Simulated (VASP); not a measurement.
# AgCl (Fm-3m) in VASP: single point with PBEsol

Aim: the single point of AgCl with PBEsol.

Program: VASP 6.6.1. These are calculated values, not measurements. Logs are shortened: lines on timing, memory, paths and dates and some standing lists are left out, and cuts for length are marked.

**Experimental background.**

A printed reference work, data compilation reports, for a bulk crystal of AgCl: band gap 3.249 eV (indirect).

The runs below are set against these values where they give the same quantity.

## Step 1: The cell of the first run

Symmetry: Fm-3m, No. 225, cubic system. Conventional cell: a = 5.470 Å, b = 5.470 Å, c = 5.470 Å, α = 90.00°, β = 90.00°, γ = 90.00°. Ag (site symmetry m-3m) has 6 Cl at 2.73 Å within 3.6 Å. Cl (site symmetry m-3m) has 6 Ag at 2.73 Å within 3.6 Å.

## Step 2: Single point, PBEsol

The input, INCAR:

```
ALGO = Normal
EDIFF = 1E-6
ENCUT = 520
GGA = PS
ISIF = 2
ISMEAR = 0
LASPH = True
LCHARG = False
LREAL = False
LWAVE = False
NBANDS = 16
NELM = 80
PREC = Accurate
SIGMA = 0.05
```

The input, KPOINTS:

```
k-points
0
Gamma
  12 12 12
```

The input, POSCAR:

```
AgCl
1.0
    0.0000000000      2.7350000000      2.7350000000
    2.7350000000      0.0000000000      2.7350000000
    2.7350000000      2.7350000000      0.0000000000
Ag Cl
1 1
Direct
    0.0000000000      0.0000000000      0.0000000000
    0.5000000000      0.5000000000      0.5000000000
```

Potentials or basis: VASP PAW PBE potentials, release 64 (Ag, Cl).

Command:

```
> cat potpaw_PBE.64/Ag/POTCAR potpaw_PBE.64/Cl/POTCAR > POTCAR
> mpirun -np 1 vasp_std > vasp.out
```

OUTCAR:

```text
EDIFF = 1E-6
   ENCUT = 520
   GGA = PS
   ISIF = 2
   ISMEAR = 0
   LASPH = True
   LREAL = False
   NELM = 80
   PREC = Accurate

 ion  position               nearest neighbor table
   1  0.000  0.000  0.000-   2 2.73   2 2.73   2 2.73   2 2.73   2 2.73   2 2.73
   2  0.500  0.500  0.500-   1 2.73   1 2.73   1 2.73   1 2.73   1 2.73   1 2.73

  LATTYP: Found a face centered cubic cell.
 ALAT       =     5.4700000000

  Lattice vectors:

 A1 = (   0.0000000000,   2.7350000000,   2.7350000000)
 A2 = (   2.7350000000,   0.0000000000,   2.7350000000)
 A3 = (   2.7350000000,   2.7350000000,   0.0000000000)

Analysis of symmetry for initial positions (statically):
=====================================================================
 Subroutine PRICEL returns:
 Original cell was already a primitive cell.

 Routine SETGRP: Setting up the symmetry group for a
 face centered cubic supercell.

 Subroutine GETGRP returns: Found 48 space group operations
 (whereof 48 operations were pure point group operations)
 out of a pool of 48 trial point group operations.

The static configuration has the point symmetry O_h .

Analysis of symmetry for dynamics (positions and initial velocities):
=====================================================================
 Subroutine PRICEL returns:
 Original cell was already a primitive cell.

 Routine SETGRP: Setting up the symmetry group for a
 face centered cubic supercell.

 Subroutine GETGRP returns: Found 48 space group operations
 (whereof 48 operations were pure point group operations)
 out of a pool of 48 trial point group operations.

The dynamic configuration has the point symmetry O_h .

 Subroutine INISYM returns: Found 48 space group operations
 (whereof 48 operations are pure point group operations),
 and found     1 'primitive' translations

----------------------------------------------------------------------------------------

                                     Primitive cell

  volume of cell :      40.9168

  direct lattice vectors                    reciprocal lattice vectors
     0.000000000  2.735000000  2.735000000    -0.182815356  0.182815356  0.182815356
     2.735000000  0.000000000  2.735000000     0.182815356 -0.182815356  0.182815356
     2.735000000  2.735000000  0.000000000     0.182815356  0.182815356 -0.182815356

  length of vectors
     3.867874093  3.867874093  3.867874093     0.316645486  0.316645486  0.316645486

  position of ions in fractional coordinates (direct lattice)
     0.000000000  0.000000000  0.000000000
     0.500000000  0.500000000  0.500000000

  ion indices of the primitive-cell ions
   primitive index   ion index
                 1           1
                 2           2

----------------------------------------------------------------------------------------

 KPOINTS: k-points

Automatic generation of k-mesh.
 Grid dimensions read from file:
 generate k-points for:   12   12   12

 Generating k-lattice:

  Cartesian coordinates                     Fractional coordinates (reciprocal lattice)
    -0.015234613  0.015234613  0.015234613     0.083333333  0.000000000  0.000000000
     0.015234613 -0.015234613  0.015234613     0.000000000  0.083333333  0.000000000
     0.015234613  0.015234613 -0.015234613     0.000000000  0.000000000  0.083333333

  Length of vectors
     0.026387124  0.026387124  0.026387124

  Shift w.r.t. Gamma in fractional coordinates (k-lattice)
     0.000000000  0.000000000  0.000000000

 Subroutine IBZKPT returns following result:
 ===========================================

 Found     72 irreducible k-points:

 Following reciprocal coordinates:
            Coordinates               Weight
  0.000000  0.000000  0.000000      1.000000
  0.083333  0.000000  0.000000      8.000000
  0.166667  0.000000  0.000000      8.000000
  0.250000  0.000000  0.000000      8.000000
  0.333333  0.000000  0.000000      8.000000
  0.416667  0.000000  0.000000      8.000000
[... 16 lines left out ...]
  0.500000  0.166667  0.000000     24.000000
 -0.416667  0.166667  0.000000     24.000000
 [... further k-points ...]
   k-points           NKPTS =     72   k-points in BZ     NKDIM =     72   number of bands    NBANDS=     16
   number of dos      NEDOS =    301   number of ions     NIONS =      2
   total plane-waves  NPLWV =  27000
   dimension x,y,z NGX =    30 NGY =   30 NGZ =   30
   dimension x,y,z NGXF=    60 NGYF=   60 NGZF=   60
   ions per type =               1   1
   NGX,Y,Z   is equivalent  to a cutoff of  12.89, 12.89, 12.89 a.u.
   NGXF,Y,Z  is equivalent  to a cutoff of  25.79, 25.79, 25.79 a.u.
 SYSTEM =  unknown system
   PREC   = accura    normal or accurate (medium, high low for compatibility)
   ISTART =      0    job   : 0-new  1-cont  2-samecut
   ICHARG =      2    charge: 1-file 2-atom 10-const
   ISPIN  =      1    spin polarized calculation?
   LNONCOLLINEAR =      F non collinear calculations
   LSORBIT =      F    spin-orbit coupling
   LASPH  =      T    aspherical Exc in radial PAW
   ENCUT  =  520.0 eV  38.22 Ry    6.18 a.u.   7.19  7.19  7.19*2*pi/ulx,y,z
   NELM   =     80;   NELMIN=  2; NELMDL= -5     # of ELM steps
   EDIFF  = 0.1E-05   stopping-criterion for ELM
   LREAL  =      F    real-space projection
   EDIFFG = 0.1E-04   stopping-criterion for IOM
   NSW    =      0    number of steps for IOM
   IBRION =     -1    ionic relax: 0-MD 1-quasi-New 2-CG
   NFREE  =      0    steps in history (QN), initial steepest desc. (CG)
   ISIF   =      2    stress and relaxation
   ISYM   =      2    0-nonsym 1-usesym 2-fastsym
   POTIM  = 0.5000    time-step for ionic-motion
   TEBEG  =    0.0;   TEEND  =   0.0 temperature during run
   PSTRESS=    0.0 pullay stress
   NELECT =      18.0000    total number of electrons
   NUPDOWN=      -1.0000    fix difference up-down
   EMIN   =  10.00;   EMAX   =-10.00  energy-range for DOS
   EFERMI =   0.00;   METHOD = LEGACY
   ISMEAR =     0;   SIGMA  =   0.05  broadening in eV -4-tet -1-fermi 0-gaus
   EFERMI_NEDOS =   21; number of points for ismear=-14 and -15
   IALGO  =     38    algorithm
   IMIX   =      4    mixing-type and parameters
     AMIX     =   0.40;   BMIX     =  1.00
     AMIX_MAG =   1.60;   BMIX_MAG =  1.00
  volume/ion in A,a.u.               =      20.46       138.06
  Fermi-wavevector in a.u.,A,eV,Ry     =   1.245083  2.352866 21.092186  1.550232
  Thomas-Fermi vector in A             =   2.379321
   LORBIT       =      0    0 simple, 1 ext, 2 COOP (PROOUT), +10 PAW based schemes
   GGA     = PS    functional components
   LHFCALC =     F    Hartree Fock is set to
   AEXX    =    0.0000 exact exchange contribution
   IVDW    =     0    specifies the selected vdW correction
   LEPSILON=     F    determine dielectric tensor
   LRPA    =     F    only Hartree local field effects (RPA)
 non-spin polarized calculation
 Gauss-broadening in eV      SIGMA  =   0.05
  energy-cutoff  :      520.00
  volume of cell :       40.92
 maximum number of plane-waves:      1124
 NGX is ok and might be reduce to    30
   NGX = 15   NGY = 15   NGZ = 15

 number of electron      18.0000002 magnetization

 Free energy of the ion-electron system (eV)
  ---------------------------------------------------
  ext. energy  EPLUGINS =         0.00000000
  ---------------------------------------------------
  free energy    TOTEN  =        -6.05995908 eV

  energy without entropy =       -6.05995908  energy(sigma->0) =       -6.05995908

 E-fermi :   4.5276     XC(G=0): -10.4343

 val. band max:        4.2521759195   @ k =   0.5000   0.0000   0.0000
 cond. band min:       4.9749408041   @ k =   0.0000   0.0000   0.0000
 fundamental gap:      0.7227648846
 Fermi energy:         4.5276317788

 k-point     1 :       0.0000    0.0000    0.0000
  band No.  band energies     occupation
      1     -11.1779      2.00000
      2       1.5991      2.00000
      3       1.5991      2.00000
      4       1.5991      2.00000
      5       1.6413      2.00000
      6       1.6413      2.00000
[... 8 lines left out ...]
     15      17.6590      0.00000
     16      17.6590      0.00000

 k-point     2 :       0.0833    0.0000    0.0000
  band No.  band energies     occupation
      1     -11.1466      2.00000
      2       1.1546      2.00000
      3       1.1546      2.00000
      4       1.1817      2.00000
      5       1.6293      2.00000
      6       1.6293      2.00000
[... 8 lines left out ...]
     15      16.6083      0.00000
     16      16.7743      0.00000

 k-point     3 :       0.1667    0.0000    0.0000
  band No.  band energies     occupation
      1     -11.0592      2.00000
      2       0.4612      2.00000
      3       0.6853      2.00000
      4       0.6853      2.00000
      5       1.7017      2.00000
      6       1.7017      2.00000
[... 8 lines left out ...]
     15      16.1824      0.00000
     16      16.8285      0.00000

 k-point     4 :       0.2500    0.0000    0.0000
  band No.  band energies     occupation
      1     -10.9349      2.00000
      2      -0.2746      2.00000
      3       0.2993      2.00000
      4       0.2993      2.00000
      5       1.8033      2.00000
      6       1.8033      2.00000
[... 8 lines left out ...]
     15      16.4609      0.00000
     16      16.7801      0.00000
[... 324 lines left out ...]
 k-point    22 :       0.4167    0.1667    0.0000
  band No.  band energies     occupation
      1     -10.7316      2.00000
      2      -0.9219      2.00000
      3      -0.0428      2.00000
      4       0.1597      2.00000
      5       1.7689      2.00000
      6       2.0219      2.00000
[... 8 lines left out ...]
     15      18.4240      0.00000
     16      18.8512      0.00000

 k-point    23 :       0.5000    0.1667    0.0000
  band No.  band energies     occupation
      1     -10.6634      2.00000
      2      -1.0990      2.00000
      3      -0.2003      2.00000
      4      -0.0526      2.00000
      5       1.8916      2.00000
      6       2.0441      2.00000
[... 8 lines left out ...]
     15      18.2040      0.00000
     16      19.2235      0.00000

 k-point    24 :      -0.4167    0.1667    0.0000
  band No.  band energies     occupation
      1     -10.6514      2.00000
      2      -1.1518      2.00000
      3      -0.1639      2.00000
      4      -0.1611      2.00000
      5       1.9733      2.00000
      6       2.0084      2.00000
[... 8 lines left out ...]
     15      17.6029      0.00000
     16      18.9388      0.00000

 [... further k-points ...]
[... 5 lines left out ...]
  --------------------------------------------------------------------------------------
  -------------------------------------------------------------------------------------
  Total       -0.1993003     -0.1993003     -0.1993003      0.0000000      0.0000000      0.0000000
  in kB       -7.8039863     -7.8039863     -7.8039863      0.0000000      0.0000000      0.0000000
  external PRESSURE =      -7.8039863 kB  Pullay stress =       0.0000000 kB

 VOLUME and BASIS-vectors are now :
 -----------------------------------------------------------------------------
  energy-cutoff  :      520.00
  volume of cell :       40.92
      direct lattice vectors                 reciprocal lattice vectors
     0.000000000  2.735000000  2.735000000    -0.182815356  0.182815356  0.182815356
     2.735000000  0.000000000  2.735000000     0.182815356 -0.182815356  0.182815356
     2.735000000  2.735000000  0.000000000     0.182815356  0.182815356 -0.182815356

 POSITION                                       TOTAL-FORCE (eV/Angst)
 -----------------------------------------------------------------------------------
      0.00000      0.00000      0.00000         0.000000      0.000000      0.000000
      2.73500      2.73500      2.73500         0.000000     -0.000000     -0.000000
 -----------------------------------------------------------------------------------
    total drift:                               -0.000000      0.000000      0.000000

  FREE ENERGIE OF THE ION-ELECTRON SYSTEM (eV)
  ---------------------------------------------------
  free  energy   TOTEN  =        -6.0599590766 eV

  energy  without entropy=       -6.0599590766  energy(sigma->0) =       -6.05995908
```

It took 46 s on 1 thread of Intel Xeon Platinum 8375C at 2.90GHz (Ice Lake), shared host; peak memory 0.2 GiB.

What came out:

```
Free energy            : -6.0600 eV
Pressure               : -0.8 GPa
Band gap on the k mesh : 0.72 eV, indirect (least direct gap 3.06 eV)
```

Caveat: the PAW data sets were made with another functional, which shifts forces and pressure a little.

## Step 3: Comparison with measurements

Step 2. A measured gap of AgCl is 3.249 eV (indirect; a printed reference work, data compilation); the calculated 0.72 eV misses it by -2.53 eV. So large a miss can be the level of theory's own, or it may mean another phase, state or a wrong row. Spin-orbit coupling on Ag is left out. The value is that of PBEsol on a finite k mesh, which can miss the band edges, without temperature or zero-point motion. Semilocal functionals fall short of measured gaps as a rule.
